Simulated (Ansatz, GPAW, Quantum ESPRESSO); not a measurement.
**Equation of state of PtAl under LDA**

```cif
data_structure
_symmetry_space_group_name_H-M 'P 1'
_symmetry_Int_Tables_number 1
_cell_length_a 3.0915
_cell_length_b 3.0915
_cell_length_c 3.0915
_cell_angle_alpha 90.000
_cell_angle_beta 90.000
_cell_angle_gamma 90.000
_cell_volume 29.55
loop_
_atom_site_label
_atom_site_type_symbol
_atom_site_fract_x
_atom_site_fract_y
_atom_site_fract_z
_atom_site_occupancy
Pt1 Pt 0.50000 0.50000 0.50000 1
Al1 Al 0.00000 0.00000 0.00000 1
```

Measurements of this composition are mostly on another form, of space group No. 198.

The cell was scaled at fixed shape and fractions and run with Quantum ESPRESSO, GBRV 1.5 LDA, cutoff 612 eV; LDA, k mesh 9 × 9 × 9 on the cell of 2 atoms, fermi-dirac occupations of 0.05 eV, no spin polarisation, no spin-orbit coupling. Energies are those that the program minimises, any entropy of the smearing included. For a metal such a mesh isn't converged to the digits shown.

| V (Å³/atom) | energy over the lowest row (meV/atom) |
| --- | --- |
| 13.8875 | 0.00 |
| 14.1830 | 0.20 |
| 14.4785 | 8.19 |
| 14.7740 | 23.13 |
| 15.0694 | ? |
| 15.3649 | 70.65 |
| 15.6604 | 101.93 |

**Question.** Fit the third-order Birch-Murnaghan form, give V0, B0 and B′, and predict the energy left open.

**Answer.** With y = (V0/V)^(2/3), E = E0 + (9 V0 B0/16) [(y - 1)³ B′ + (y - 1)² (6 - 4y)]. Least squares through the rows shown give V0 = 14.0269 Å³/atom, E0 = -0.94 meV, B0 = 214.2 GPa (1 eV/Å³ = 160.218 GPa) and B′ = 4.77, with a largest miss of 0.02 meV. At V = 15.0694 the form with these constants gives 44.18 meV; the run gave 44.17 meV an atom. Other set-ups at this level, from all their volumes (Å³/atom, GPa): GPAW, the program's PAW data sets (release 1.2.1) made for this functional: V0 14.059, B0 212.2; Ansatz, all-electron LAPW, scalar-relativistic: V0 14.028, B0 213.3.
